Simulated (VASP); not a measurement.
# TaN (Fm-3m) in VASP: relaxation of cell and atoms with RPBE

Aim: the relaxation of cell and atoms of TaN with RPBE.

Everything below comes from runs of VASP 6.6.1. Logs are shortened: lines on timing, memory, paths and dates and some standing lists are left out, and cuts for length are marked.

### Step 1. Starting point

Symmetry: Fm-3m, No. 225, cubic system. The conventional cell has a = 4.400 Å, b = 4.400 Å, c = 4.400 Å, α = 90.00°, β = 90.00°, γ = 90.00°. Ta (site symmetry m-3m) has 6 N at 2.20 Å as nearest neighbours. N (site symmetry m-3m) has 6 Ta at 2.20 Å as nearest neighbours.

The cell was built by a generator and needn't be a form met in nature.

### Step 2. Relaxation of cell and atoms, RPBE

Contents of INCAR:

```
SYSTEM = TaN
ALGO     = Normal         ! electronic algorithm
EDIFF    = 1E-7           ! SCF threshold, eV
EDIFFG   = -0.01          ! ionic threshold
ENCUT    = 600            ! plane-wave cutoff, eV
GGA      = RP             ! functional
IBRION   = 2              ! ionic algorithm
ISIF     = 3              ! what is computed and relaxed
ISMEAR   = 1              ! smearing method
KPAR     = 4            
LASPH    = .True.         ! aspherical terms in the spheres
LCHARG   = .False.        ! write CHGCAR
LREAL    = .False.        ! projectors in reciprocal space
LWAVE    = .False.        ! write WAVECAR
NELM     = 80             ! most SCF steps
NSW      = 40             ! ionic steps
PREC     = Accurate       ! precision mode
SIGMA    = 0.2            ! smearing width, eV
```

Contents of KPOINTS:

```
k-points
0
Gamma
  16 16 16
  0 0 0
```

Contents of POSCAR:

```
TaN
1.0
    0.0000000000      2.2000000000      2.2000000000
    2.2000000000      0.0000000000      2.2000000000
    2.2000000000      2.2000000000      0.0000000000
Ta N
1 1
Direct
    0.0000000000      0.0000000000      0.0000000000
    0.5000000000      0.5000000000      0.5000000000
```

Potentials or basis: VASP PAW PBE potentials, release 64 (Ta_pv, N).

On the command line:

```
$ cat potpaw_PBE.64/Ta_pv/POTCAR potpaw_PBE.64/N/POTCAR > POTCAR
$ mpirun -np 4 vasp_std > vasp.out
```

OUTCAR:

```text
SYSTEM = TaN
   EDIFF = 1E-7
   EDIFFG = -0.01
   ENCUT = 600
   GGA = RP
   IBRION = 2
   ISIF = 3
   ISMEAR = 1
   LASPH = .True.
   LREAL = .False.
   NELM = 80
   NSW = 40
   PREC = Accurate

 ion  position               nearest neighbor table
   1  0.000  0.000  0.000-   2 2.20   2 2.20   2 2.20   2 2.20   2 2.20   2 2.20
   2  0.500  0.500  0.500-   1 2.20   1 2.20   1 2.20   1 2.20   1 2.20   1 2.20

  LATTYP: Found a face centered cubic cell.
 ALAT       =     4.4000000000

  Lattice vectors:

 A1 = (   0.0000000000,   2.2000000000,   2.2000000000)
 A2 = (   2.2000000000,   0.0000000000,   2.2000000000)
 A3 = (   2.2000000000,   2.2000000000,   0.0000000000)

Analysis of symmetry for initial positions (statically):
=====================================================================
 Subroutine PRICEL returns:
 Original cell was already a primitive cell.

 Routine SETGRP: Setting up the symmetry group for a
 face centered cubic supercell.

 Subroutine GETGRP returns: Found 48 space group operations
 (whereof 48 operations were pure point group operations)
 out of a pool of 48 trial point group operations.

The static configuration has the point symmetry O_h .

Analysis of symmetry for dynamics (positions and initial velocities):
=====================================================================
 Subroutine PRICEL returns:
 Original cell was already a primitive cell.

 Routine SETGRP: Setting up the symmetry group for a
 face centered cubic supercell.

 Subroutine GETGRP returns: Found 48 space group operations
 (whereof 48 operations were pure point group operations)
 out of a pool of 48 trial point group operations.

The dynamic configuration has the point symmetry O_h .

 Subroutine INISYM returns: Found 48 space group operations
 (whereof 48 operations are pure point group operations),
 and found     1 'primitive' translations

----------------------------------------------------------------------------------------

                                     Primitive cell

  volume of cell :      21.2960

  direct lattice vectors                    reciprocal lattice vectors
     0.000000000  2.200000000  2.200000000    -0.227272727  0.227272727  0.227272727
     2.200000000  0.000000000  2.200000000     0.227272727 -0.227272727  0.227272727
     2.200000000  2.200000000  0.000000000     0.227272727  0.227272727 -0.227272727

  length of vectors
     3.111269837  3.111269837  3.111269837     0.393647911  0.393647911  0.393647911

  position of ions in fractional coordinates (direct lattice)
     0.000000000  0.000000000  0.000000000
     0.500000000  0.500000000  0.500000000

  ion indices of the primitive-cell ions
   primitive index   ion index
                 1           1
                 2           2

----------------------------------------------------------------------------------------

 KPOINTS: k-points

Automatic generation of k-mesh.
 Grid dimensions read from file:
 generate k-points for:   16   16   16

 Generating k-lattice:

  Cartesian coordinates                     Fractional coordinates (reciprocal lattice)
    -0.014204545  0.014204545  0.014204545     0.062500000  0.000000000  0.000000000
     0.014204545 -0.014204545  0.014204545     0.000000000  0.062500000  0.000000000
     0.014204545  0.014204545 -0.014204545     0.000000000  0.000000000  0.062500000

  Length of vectors
     0.024602994  0.024602994  0.024602994

  Shift w.r.t. Gamma in fractional coordinates (k-lattice)
     0.000000000  0.000000000  0.000000000

 Subroutine IBZKPT returns following result:
 ===========================================

 Found    145 irreducible k-points:

 Following reciprocal coordinates:
            Coordinates               Weight
  0.000000  0.000000  0.000000      1.000000
  0.062500  0.000000  0.000000      8.000000
  0.125000  0.000000  0.000000      8.000000
  0.187500  0.000000  0.000000      8.000000
  0.250000  0.000000  0.000000      8.000000
  0.312500  0.000000  0.000000      8.000000
[... 16 lines left out ...]
 -0.125000  0.062500  0.000000     24.000000
 -0.062500  0.062500  0.000000     12.000000
 [... further k-points ...]
   k-points           NKPTS =    145   k-points in BZ     NKDIM =    145   number of bands    NBANDS=     12
   number of dos      NEDOS =    301   number of ions     NIONS =      2
   total plane-waves  NPLWV =  21952
   dimension x,y,z NGX =    28 NGY =   28 NGZ =   28
   dimension x,y,z NGXF=    56 NGYF=   56 NGZF=   56
   ions per type =               1   1
   NGX,Y,Z   is equivalent  to a cutoff of  14.96, 14.96, 14.96 a.u.
   NGXF,Y,Z  is equivalent  to a cutoff of  29.92, 29.92, 29.92 a.u.
 SYSTEM =  TaN
   PREC   = accura    normal or accurate (medium, high low for compatibility)
   ISTART =      0    job   : 0-new  1-cont  2-samecut
   ICHARG =      2    charge: 1-file 2-atom 10-const
   ISPIN  =      1    spin polarized calculation?
   LNONCOLLINEAR =      F non collinear calculations
   LSORBIT =      F    spin-orbit coupling
   LASPH  =      T    aspherical Exc in radial PAW
   ENCUT  =  600.0 eV  44.10 Ry    6.64 a.u.   6.21  6.21  6.21*2*pi/ulx,y,z
   NELM   =     80;   NELMIN=  2; NELMDL= -5     # of ELM steps
   EDIFF  = 0.1E-06   stopping-criterion for ELM
   LREAL  =      F    real-space projection
   EDIFFG = -.1E-01   stopping-criterion for IOM
   NSW    =     40    number of steps for IOM
   IBRION =      2    ionic relax: 0-MD 1-quasi-New 2-CG
   NFREE  =      1    steps in history (QN), initial steepest desc. (CG)
   ISIF   =      3    stress and relaxation
   ISYM   =      2    0-nonsym 1-usesym 2-fastsym
   POTIM  = 0.5000    time-step for ionic-motion
   TEBEG  =    0.0;   TEEND  =   0.0 temperature during run
   PSTRESS=    0.0 pullay stress
   NELECT =      16.0000    total number of electrons
   NUPDOWN=      -1.0000    fix difference up-down
   EMIN   =  10.00;   EMAX   =-10.00  energy-range for DOS
   EFERMI =   0.00;   METHOD = LEGACY
   ISMEAR =     1;   SIGMA  =   0.20  broadening in eV -4-tet -1-fermi 0-gaus
   EFERMI_NEDOS =   21; number of points for ismear=-14 and -15
   IALGO  =     38    algorithm
   IMIX   =      4    mixing-type and parameters
     AMIX     =   0.40;   BMIX     =  1.00
     AMIX_MAG =   1.60;   BMIX_MAG =  1.00
  volume/ion in A,a.u.               =      10.65        71.86
  Fermi-wavevector in a.u.,A,eV,Ry     =   1.488271  2.812425 30.136250  2.214952
  Thomas-Fermi vector in A             =   2.601327
   LORBIT       =      0    0 simple, 1 ext, 2 COOP (PROOUT), +10 PAW based schemes
   GGA     = RP    functional components
   LHFCALC =     F    Hartree Fock is set to
   AEXX    =    0.0000 exact exchange contribution
   IVDW    =     0    specifies the selected vdW correction
   LEPSILON=     F    determine dielectric tensor
   LRPA    =     F    only Hartree local field effects (RPA)
 conjugate gradient relaxation of ions
 non-spin polarized calculation
 Methfessel and Paxton  Order N= 1 SIGMA  =   0.20
  energy-cutoff  :      600.00
  volume of cell :       21.30
 maximum number of plane-waves:       725
 NGX is ok and might be reduce to    28
   NGX = 13   NGY = 13   NGZ = 13

--------------------------------------- Ionic step        1  -------------------------------------------

 number of electron      15.9999999 magnetization

 Free energy of the ion-electron system (eV)
  ---------------------------------------------------
  ext. energy  EPLUGINS =         0.00000000
  ---------------------------------------------------
  free energy    TOTEN  =       -20.76527545 eV

  energy without entropy =      -20.76287911  energy(sigma->0) =      -20.76447667

------------------------ aborting loop because EDIFF is reached ----------------------------------------

  FORCE on cell =-STRESS in cart. coord.  units (eV):
  Direction    XX          YY          ZZ          XY          YZ          ZX
  --------------------------------------------------------------------------------------
  -------------------------------------------------------------------------------------
  Total        1.2549319      1.2549319      1.2549319      0.0000000     -0.0000000      0.0000000
  in kB       94.4132000     94.4132000     94.4132000      0.0000000     -0.0000000      0.0000000
  external PRESSURE =      94.4132000 kB  Pullay stress =       0.0000000 kB

 VOLUME and BASIS-vectors are now :
 -----------------------------------------------------------------------------
  energy-cutoff  :      600.00
  volume of cell :       21.30
      direct lattice vectors                 reciprocal lattice vectors
     0.000000000  2.200000000  2.200000000    -0.227272727  0.227272727  0.227272727
     2.200000000  0.000000000  2.200000000     0.227272727 -0.227272727  0.227272727
     2.200000000  2.200000000  0.000000000     0.227272727  0.227272727 -0.227272727
[... 73 lines left out ...]
 POSITION                                       TOTAL-FORCE (eV/Angst)
 -----------------------------------------------------------------------------------
      0.00000      0.00000      0.00000        -0.000000      0.000000     -0.000000
      2.22113      2.22113      2.22113         0.000000     -0.000000      0.000000
 -----------------------------------------------------------------------------------
    total drift:                                0.000000      0.000000      0.000000

  FREE ENERGIE OF THE ION-ELECTRON SYSTEM (eV)
  ---------------------------------------------------
  free  energy   TOTEN  =       -20.7826700429 eV

  energy  without entropy=      -20.7803101616  energy(sigma->0) =      -20.78188342

--------------------------------------- Ionic step        4  -------------------------------------------

 number of electron      15.9999999 magnetization

 Free energy of the ion-electron system (eV)
  ---------------------------------------------------
  ext. energy  EPLUGINS =         0.00000000
  ---------------------------------------------------
  free energy    TOTEN  =       -20.78267779 eV

  energy without entropy =      -20.78031692  energy(sigma->0) =      -20.78189083

 E-fermi :   9.3170     XC(G=0): -13.2100

 val. band max:        9.3104827939   @ k =  -0.2500   0.3750   0.1250
 cond. band min:       9.3218118300   @ k =  -0.3125   0.3125   0.1250
 fundamental gap:      0.0113290361
 Fermi energy:         9.3170001237

 k-point     1 :       0.0000    0.0000    0.0000
  band No.  band energies     occupation
      1     -26.5547      2.00000
      2     -26.5547      2.00000
      3     -26.5547      2.00000
      4      -9.3698      2.00000
      5       5.5694      2.00000
      6       5.5694      2.00000
      7       5.5694      2.00000
      8       7.3038      2.00000
      9       7.3038      2.00000
     10       7.3038      2.00000
     11       9.3933      0.40355
     12       9.3933      0.40354

 k-point     2 :       0.0625    0.0000    0.0000
  band No.  band energies     occupation
      1     -26.5856      2.00000
      2     -26.5576      2.00000
      3     -26.5576      2.00000
      4      -9.2809      2.00000
      5       5.0679      2.00000
      6       5.2458      2.00000
      7       5.2458      2.00000
      8       7.4547      2.00000
      9       7.4547      2.00000
     10       7.5148      2.00000
     11       9.7673     -0.00653
     12       9.7673     -0.00653
[... 316 lines left out ...]
 k-point    24 :      -0.0625    0.0625    0.0000
  band No.  band energies     occupation
      1     -26.6284      2.00000
      2     -26.5743      2.00000
      3     -26.5568      2.00000
      4      -9.1377      2.00000
      5       4.3846      2.00000
      6       4.7228      2.00000
      7       5.0506      2.00000
      8       7.4722      2.00000
      9       7.6728      2.00000
     10       7.9729      2.00000
     11       9.7675     -0.00650
     12      10.6169     -0.00000

 [... further k-points ...]

------------------------ aborting loop because EDIFF is reached ----------------------------------------

  FORCE on cell =-STRESS in cart. coord.  units (eV):
  Direction    XX          YY          ZZ          XY          YZ          ZX
  --------------------------------------------------------------------------------------
  -------------------------------------------------------------------------------------
  Total        0.0000905      0.0000905      0.0000905      0.0000000      0.0000000      0.0000000
  in kB        0.0066208      0.0066208      0.0066208      0.0000000      0.0000000      0.0000000
  external PRESSURE =       0.0066208 kB  Pullay stress =       0.0000000 kB

 VOLUME and BASIS-vectors are now :
 -----------------------------------------------------------------------------
  energy-cutoff  :      600.00
  volume of cell :       21.90
      direct lattice vectors                 reciprocal lattice vectors
     0.000000000  2.220711619  2.220711619    -0.225153053  0.225153053  0.225153053
     2.220711619 -0.000000000  2.220711619     0.225153053 -0.225153053  0.225153053
     2.220711619  2.220711619 -0.000000000     0.225153053  0.225153053 -0.225153053

 POSITION                                       TOTAL-FORCE (eV/Angst)
 -----------------------------------------------------------------------------------
      0.00000      0.00000      0.00000        -0.000000     -0.000000     -0.000000
      2.22071      2.22071      2.22071         0.000000      0.000000      0.000000
 -----------------------------------------------------------------------------------
    total drift:                                0.000000      0.000000      0.000000

  FREE ENERGIE OF THE ION-ELECTRON SYSTEM (eV)
  ---------------------------------------------------
  free  energy   TOTEN  =       -20.7826777883 eV

  energy  without entropy=      -20.7803169212  energy(sigma->0) =      -20.78189083

 reached required accuracy - stopping structural energy minimisation
```

It took 97 s on 4 MPI ranks of Intel Xeon Platinum 8175M at 2.50GHz (Skylake/Cascade Lake), shared host; peak memory 0.19 GiB.

Results:

| Quantity | Value |
| --- | --- |
| Free energy | -20.7827 eV |
| Relaxed volume | 10.95 Å³/atom |
| Relaxed cell | a = 3.141 Å, b = 3.141 Å, c = 3.141 Å, α = 60.00°, β = 60.00°, γ = 60.00° |
| Space group after relaxing (to 0.05 Å) | Fm-3m (No. 225) |
| Energy gained by relaxing | 8.7 meV/atom |
| Ionic steps | 4 |
| Pressure after relaxing | 0.0 GPa |
| Band gap on the k mesh | none (metal or under the smearing width) |

The path:
```csv
step,energy change (eV),largest force (eV/Å),pressure (GPa),volume (Å³)
1,0.0000,0.0000,9.44,21.30
2,0.0598,0.0000,-16.85,23.29
3,-0.0174,0.0000,-0.18,21.92
4,-0.0174,0.0000,0.00,21.90
```

Final structure:
```xyz
2
Lattice="0.0000 2.2207 2.2207 2.2207 0.0000 2.2207 2.2207 2.2207 0.0000" Properties=species:S:1:pos:R:3 pbc="T T T"
Ta    0.0000    0.0000    0.0000
N     2.2207    2.2207    2.2207
```

Caveat: the PAW data sets were made with another functional, which shifts forces and pressure a little. The run has no spin-orbit coupling, so splittings on Ta are missing.
